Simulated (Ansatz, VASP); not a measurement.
**EuS: VASP beside Ansatz**

The input INCAR:

```
ALGO     = Normal         # electronic algorithm
EDIFF    = 1E-7           # SCF threshold, eV
ENCUT    = 520            # plane-wave cutoff, eV
GGA      = PE             # functional
ISIF     = 2              # what is computed and relaxed
ISMEAR   = 0              # smearing method
ISPIN    = 2              # spin polarisation
LASPH    = T              # aspherical terms in the spheres
LCHARG   = F              # write CHGCAR
LMAXMIX  = 6              # l up to which the mixer works
LORBIT   = 11             # projections on sites
LREAL    = F              # projectors in reciprocal space
LWAVE    = F              # write WAVECAR
MAGMOM   = 7 0            # initial moments
NELM     = 150            # most SCF steps
PREC     = Accurate       # precision mode
SIGMA    = 0.011          # smearing width, eV
```

The input KPOINTS:

```
k-points
0
Gamma
  8 8 8
```

Contents of POSCAR:

```
EuS
1.0
    0.0000000000      2.9785000000      2.9785000000
    2.9785000000      0.0000000000      2.9785000000
    2.9785000000      2.9785000000      0.0000000000
Eu S
1 1
Direct
    0.0000000000      0.0000000000      0.0000000000
    0.5000000000      0.5000000000      0.5000000000
```

The input input.yaml:

```yaml
crystal:
  lattice:
    - [0.0, 2.9785, 2.9785]
    - [2.9785, 0.0, 2.9785]
    - [2.9785, 2.9785, 0.0]
  atoms:
    - { symbol: Eu, position: [0.0, 0.0, 0.0], spin: 7.0 }
    - { symbol: S, position: [0.5, 0.5, 0.5] }
hamiltonian:
  xc: pbe
  pseudopotentials: { kind: paw }
magnetization:
  spin_polarized: true
kpoints:
  mp_grid: { grid: [8, 8, 8] }
scf:
  occupations: { method: gaussian, width: 0.011 }
output:
  forces: true
  stress: true
  eigenvalues: true
```

Alike in both runs: task single point; functional PBE; k mesh 8 × 8 × 8; occupations gaussian, width 0.011 eV; collinear spin, ferromagnetic start.

```csv
,VASP,Ansatz
version,VASP 6.6.1,Ansatz 0.2.0
potentials or method,"VASP PAW PBE potentials, release 64 (Eu, S)",Ansatz PAW
plane-wave cutoff (eV),520,420
valence electrons in the cell,23,23
```

VASP gave:

- gap on the k mesh at the Fermi level (eV): none
- pressure (GPa): -2.8
- net moment per atom (μB): 3.49
- size of the moment on the site where the two differ most (μB): 6.59

Question: What did Ansatz give for the same quantities?

Answer: gap on the k mesh at the Fermi level (eV): none; pressure (GPa): -2.5; net moment per atom (μB): 3.49; size of the moment on the site where the two differ most (μB): 6.76.

Site moments also hang on the region over which each program counts them. A gap of «none» marks a metal or a gap that the smearing closes.

Caveats: spin-orbit coupling is left out, which moves the levels of the heavy elements; a cell with one magnetic atom can't hold antiferromagnetic order, which such compounds often take; without U or exact exchange the open f shell lies at the Fermi level, which spoils levels, moments and volumes. With open d or f shells a metallic result of PBE can be an artefact of self-interaction; +U or a hybrid may open a gap. The state reached can hang on the start; a lower one may exist.
